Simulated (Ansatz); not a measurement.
# AlCo: a vibration from a frozen displacement

Computed with Ansatz, DFT PBEsol, scalar-relativistic, plane waves, PAW. Settings: plane waves to 420 eV, k-mesh 22×22×22 (Γ-centred), Gaussian smearing 0.15 eV. No spin polarisation. A magnetic state may lie lower. Energies are free energies at this smearing, counted from the undisturbed cell; pressure is positive in compression.

Reference structure (relaxed at this level; it needn't be the usual structure):

```xyz
2
Lattice="2.8226 0.0000 0.0000 0.0000 2.8226 0.0000 0.0000 0.0000 2.8226" Properties=species:S:1:pos:R:3 pbc="T T T"
Al    0.0000    0.0000    0.0000
Co    1.4113    1.4113    1.4113
```

Every Al atom is moved by x along the Cartesian unit vector (0.707, -0.707, 0.000); the cell and all other atoms stay fixed. The cell's volume is 22.49 Å³; the moved atoms weigh 26.982 u together and the others 58.933 u. Some rows repeat others by symmetry and weren't run.

```csv
x (Å),ΔE (meV/cell),total force on the moved atoms along the move (eV/Å),pressure (GPa)
-0.1000,39.62,0.7985,0.8529
-0.0875,30.28,0.6962,0.6616
-0.0750,22.21,0.5948,0.4961
-0.0625,15.40,0.4944,0.3561
-0.0500,9.85,0.3947,0.2416
-0.0375,5.53,0.2956,0.1527
-0.0250,2.46,0.1967,0.0891
0.0000,0.00,0.0000,0.0383
0.0250,2.46,-0.1967,0.0891
0.0375,5.53,-0.2956,0.1527
0.0500,9.85,-0.3947,0.2416
0.0625,15.40,-0.4944,0.3561
0.0750,22.21,-0.5948,0.4961
0.0875,30.28,-0.6962,0.6616
0.1000,39.62,-0.7985,0.8529
```

Q: What frequency belongs to this motion?

A: The force constant is k = −dF/dx = 7.869 eV/Å², from the parabola through x = -0.0250, 0 and 0.0250. In every cell the moved atoms swing against the rest, so the mass is μ = m₁m₂/(m₁ + m₂) = 18.508 u, and ν̃ = 521.5 cm⁻¹ × √(|k|/μ) = 340 cm⁻¹. To first order in x, and within 1 %, the force on every atom lies along the move and, within each of the two groups, in proportion to the atom's mass, so this is itself a mode at the zone centre of this cell.

Q: How far does the harmonic law reach?

A: At x = -0.100 Å, kx²/2 = 39.34 meV against the computed 39.62 meV (+0.7 %): the well is still close to harmonic there.

Q: The pressure changes with x². What does that say about the frequency under compression?

A: With E = k(V)x²/2, k ∝ V^(−2γ) and x scaling with the cell as V^(1/3), P − P0 = −∂E/∂V = (2γ − 2/3) ΔE/V. At x = 0.0375 Å, V(P − P0) = 22.49 × 0.11435 / 160.2 eV = 16.05 meV and ΔE = 5.53 meV, so γ = 1/3 + V(P − P0)/(2ΔE) = 1.78. This is the Grüneisen parameter of the motion under uniform scaling of the cell: shrinking the cell evenly by 1 % in volume raises the frequency by about 1.78 %.

In a metal these slopes depend on the k mesh and the smearing.

Cost: 8 runs of about 2.3 core-minutes in all, on Intel Xeon 6975P-C (Granite Rapids) (shared hosts).